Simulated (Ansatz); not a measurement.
The system is Hf.

```
CELL_PARAMETERS angstrom
0.00000 2.22000 2.22000
2.22000 0.00000 2.22000
2.22000 2.22000 0.00000
ATOMIC_POSITIONS crystal
Hf 0.00000 0.00000 0.00000
```

This isn't the form of Hf at room conditions, which is hcp.

```yaml
Program: Ansatz 0.2.0
Task: relaxation of cell and atoms
Functional: PBEsol
Dispersion: D3(BJ)
Potentials_or_basis: Ansatz PAW
Cutoff: "420 eV (not typed: the program's choice for these potentials)"
k_mesh: 10 × 10 × 10
Occupations: fermi-dirac, width 0.05 eV
Spin: no spin polarisation
```

At the start: volume 21.88 Å³/atom.

Task: Where does the relaxation end?

Result: It ends after 4 steps and the volume is 20.78 Å³/atom (-5.1 %); space group Fm-3m (No. 225, to 0.05 Å).

The path:
```
step  energy change (eV)  largest force (eV/Å)  volume (Å³)
   1              0.0000                0.0000        21.88
   2             -0.0200                0.0000        20.87
   3             -0.0202                0.0000        20.78
   4             -0.0199                0.0000        20.78
```

Final structure:
```
CELL_PARAMETERS angstrom
0.00000 2.18197 2.18197
2.18197 0.00000 2.18197
2.18197 2.18197 0.00000
ATOMIC_POSITIONS crystal
Hf 0.00000 0.00000 0.00000
```

Caveat: the plane-wave basis is chosen anew once the cell has moved, so the energies of steps on either side of that aren't comparable; pairwise dispersion overbinds metals, which lowers pressure and volume; the PAW data sets come from PBE, with cores solved anew for the run's functional, which leaves a small shift of forces and pressure.
